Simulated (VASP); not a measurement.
The system is HfS2.

```
Hf S
1.0
     3.59160    0.00000    0.00000
    -1.79580    3.11041    0.00000
     0.00000    0.00000    6.29932
Hf S
1 2
Direct
  0.00000 0.00000 0.00000
  0.66667 0.33333 0.77440
  0.33333 0.66667 0.22560
```

The cell is a database's computed one.

The cell isn't the ideal one: a relaxed cell with its volume scaled by 0.96.

| Item | Value |
| --- | --- |
| Program | VASP 6.6.1 |
| Task | relaxation of shape and atoms at fixed volume |
| Functional | PBE |
| Potentials or basis | VASP PAW PBE potentials, release 64 (Hf, S) |
| Cutoff | 300 eV |
| k mesh | 5 × 5 × 3 |
| Occupations | gaussian, width 0.03 eV |
| Spin | no spin polarisation |

At the start: pressure 4.2 GPa; volume 23.46 Å³/atom.

Task: Where does the relaxation end?

Result: Over 6 steps the energy falls by 10.9 meV/atom; space group P-3m1 (No. 164, to 0.05 Å).

Step by step:
| step | energy change (eV) | largest force (eV/Å) | pressure (GPa) |
| --- | --- | --- | --- |
| 1 | 0.0000 | 0.5466 | 4.17 |
| 2 | -0.0218 | 0.2263 | 2.47 |
| 3 | -0.0277 | 0.0604 | 0.97 |
| 4 | -0.0320 | 0.0272 | 0.63 |
| 5 | -0.0326 | 0.0102 | 0.45 |
| 6 | -0.0326 | 0.0094 | 0.44 |

Final structure:
```
CELL_PARAMETERS angstrom
3.63189 0.00000 0.00000
-1.81595 3.14531 0.00000
0.00000 0.00000 6.16031
ATOMIC_POSITIONS crystal
Hf 0.00000 0.00000 0.00000
S 0.66667 0.33333 0.76558
S 0.33333 0.66667 0.23442
```

Caveat: the cutoff is under 1.25 times the usual one of these potentials, so pressure, stress and relaxed cells hold a basis-set (Pulay) error; this functional lacks dispersion, which binds the layers, so the pressure and a relaxed spacing across them are unreliable.
